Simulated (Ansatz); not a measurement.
Runs of Ansatz 0.2.0 on Al2O3 (Corundum). It takes space group R-3c (No. 167, trigonal). The conventional cell has a = 4.760 Å, b = 4.760 Å, c = 12.996 Å, α = 90.00°, β = 90.00°, γ = 120.00°. Al (site symmetry 3) is surrounded by 6 O at 1.85 to 1.97 Å. O (site symmetry 2) has 4 Al at 1.85 to 1.97 Å as nearest neighbours. 

| task | level | cell | smearing | points for each segment of the path | gap on the mesh (eV) | pressure (GPa) | relaxed volume (Å³/atom) | largest force (eV/Å) |
| --- | --- | --- | --- | --- | --- | --- | --- | --- |
| relaxation of cell and atoms | PBE+D3(BJ) | relaxed | fermi-dirac 0.05 eV | - | 6.07 | 0.0 | 8.60 | - |
| relaxation of cell and atoms | PBEsol+D4 | relaxed | fermi-dirac 0.05 eV | - | 6.16 | 0.0 | 8.47 | - |
| relaxation of cell and atoms | PBE | relaxed | fermi-dirac 0.05 eV | - | 5.85 | 0.0 | 8.76 | - |
| relaxation of cell and atoms | BLYP+D4 | relaxed | fermi-dirac 0.05 eV | - | 6.39 | 0.0 | 8.55 | - |
| relaxation of cell and atoms | RPBE+D3(BJ) | relaxed | fermi-dirac 0.05 eV | - | 6.70 | 0.0 | 8.21 | - |
| band structure | RPBE | as given | fermi-dirac 0.05 eV | 10 | 6.31 | 12.6 | - | 0.04 |
| band structure | LDA | as given | fermi-dirac 0.05 eV | 10 | 6.16 | -5.3 | - | 0.11 |
| single point | PBE | as given | gaussian 0.011 eV | - | (a) | 7.3 | - | (b) |
| band structure | BLYP | as given | fermi-dirac 0.05 eV | 10 | 6.48 | 11.3 | - | 0.04 |
| relaxation of cell and atoms | revPBE | relaxed | fermi-dirac 0.05 eV | - | 5.73 | 0.0 | 8.91 | - |
| relaxation of cell and atoms | revPBE+D4 | relaxed | fermi-dirac 0.05 eV | - | 6.24 | 0.0 | 8.53 | - |
| relaxation of cell and atoms | PBEsol | relaxed | fermi-dirac 0.05 eV | - | 6.03 | 0.0 | 8.56 | - |

Alike in all rows: potentials or basis Ansatz PAW; no spin polarisation; k mesh 7 × 7 × 7; cutoff (eV) 420.

Estimate the missing entries.

(a) 6.22; (b) 0.03.

Caveats: odd divisions of the mesh miss points on the zone boundary, where band edges often lie, so the gap on the mesh can be too wide (some runs); the PAW data sets come from PBE, with cores solved anew for the run's functional, which leaves a small shift of forces and pressure (some runs); the plane-wave basis is chosen anew once the cell has moved, so the energies of steps on either side of that aren't comparable (some runs).

A k mesh can miss the band edges.
